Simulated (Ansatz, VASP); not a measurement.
# One calculation of Sn, two programs

Contents of INCAR:

```
  ALGO = Normal
  EDIFF = 1E-7
  ENCUT = 520
  GGA = PE
  ISIF = 2
  ISMEAR = -1
  LASPH = True
  LCHARG = False
  LREAL = False
  LWAVE = False
  NBANDS = 13
  NELM = 80
  PREC = Accurate
  SIGMA = 0.05
```

The input KPOINTS:

```
k-points
0
Gamma
  10 10 10
```

POSCAR

```
Sn
1.0
   -1.8559746029      1.8559746029      1.8559746029
    1.8559746029     -1.8559746029      1.8559746029
    1.8559746029      1.8559746029     -1.8559746029
Sn
1
Direct
    0.0000000000      0.0000000000      0.0000000000
```

Contents of input.yaml:

```yaml
crystal:
  lattice:
    - [-1.8559746029, 1.8559746029, 1.8559746029]
    - [1.8559746029, -1.8559746029, 1.8559746029]
    - [1.8559746029, 1.8559746029, -1.8559746029]
  atoms:
    - { symbol: Sn, position: [0.0, 0.0, 0.0] }
hamiltonian:
  xc: pbe
  pseudopotentials: { kind: paw }
kpoints:
  mp_grid: { grid: [10, 10, 10] }
scf:
  occupations: { method: fermi_dirac, width: 0.05 }
output:
  forces: true
  stress: true
  eigenvalues: true
```

Change from the starting cell: volume scaled by 0.94.

Alike in both runs: task single point; functional PBE; k mesh 10 × 10 × 10; occupations fermi-dirac, width 0.05 eV; no spin polarisation.

|  | VASP | Ansatz |
| --- | --- | --- |
| version | VASP 6.6.1 | Ansatz 0.2.0 |
| potentials or method | VASP PAW PBE potentials, release 64 (Sn_d) | Ansatz PAW |
| plane-wave cutoff (eV) | 520 | 420 |
| valence electrons in the cell | 14 | 14 |

|  | VASP | Ansatz | Ansatz less VASP |
| --- | --- | --- | --- |
| gap on the k mesh at the Fermi level (eV) | none | none | - |
| pressure (GPa) | 4.0 | 4.0 | +0.07 |

A gap of «none» marks a metal or a gap that the smearing closes. With one functional, cell and mesh, what is left measures potentials, basis and numerics.
